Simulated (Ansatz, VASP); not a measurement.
One calculation of Ta, two programs

```
Ta
1.0
     2.94472    0.00000    0.00000
    -1.47236    2.55020    0.00000
     0.00000    0.00000    5.27119
Ta
2
Direct
  0.33333 0.66667 0.25000
  0.66667 0.33333 0.75000
```

Alike in both runs: task single point; functional LDA; k mesh 14 × 14 × 7; occupations fermi-dirac, width 0.1 eV; no spin polarisation.

```csv
,VASP,Ansatz
version,VASP 6.6.1,Ansatz 0.2.0
potentials or method,"VASP PAW LDA potentials, release 64 (Ta_pv)","plane waves (420 eV) with PAW, scalar-relativistic"
plane-wave cutoff (eV),520,420
valence electrons in the cell,22,26
```

|  | VASP | Ansatz | Ansatz less VASP |
| --- | --- | --- | --- |
| pressure (GPa) | -18.5 | -18.9 | -0.49 |
| largest component of the traceless stress (GPa) | 0.87 | 0.85 | -0.018 |

The two sets of potentials don't hold the same shells in valence. Ansatz warned: «pseudo_functional_mismatch».

Caveats: so large a pressure means that the cell lies far from this level's equilibrium, or that cutoff or potentials fall short (VASP). The runs have no spin-orbit coupling, so splittings on Ta are missing.
